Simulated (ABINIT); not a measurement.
Crystal: Pb.

```
Pb
1.0
     0.00000    2.47502    2.47502
     2.47502    0.00000    2.47502
     2.47502    2.47502    0.00000
Pb
1
Direct
  0.00000 0.00000 0.00000
```

Base run:

| Property | Result |
| --- | --- |
| Program | ABINIT 10.8.3 (patched build) |
| Functional | PBEsol |
| Potentials or basis | JTH PAW PBE v2.0 |
| Cutoff | 707 eV |
| k mesh | 9 × 9 × 9 |
| Occupations | fermi-dirac, width 0.05 eV |
| Spin | no spin polarisation |

Its results: band gap on the k mesh none (metal or under the smearing width); pressure -1.0 GPa.

Q: The run is repeated on the same cell with these changes: functional from PBEsol to RPBE. What comes out?

A: Band gap on the k mesh none (metal or under the smearing width); pressure 3.5 GPa.

RPBE binds less tightly than PBEsol, so the same cell stands under more pressure.

Caveats: the PAW data sets were made with another functional, which shifts forces and pressure a little.
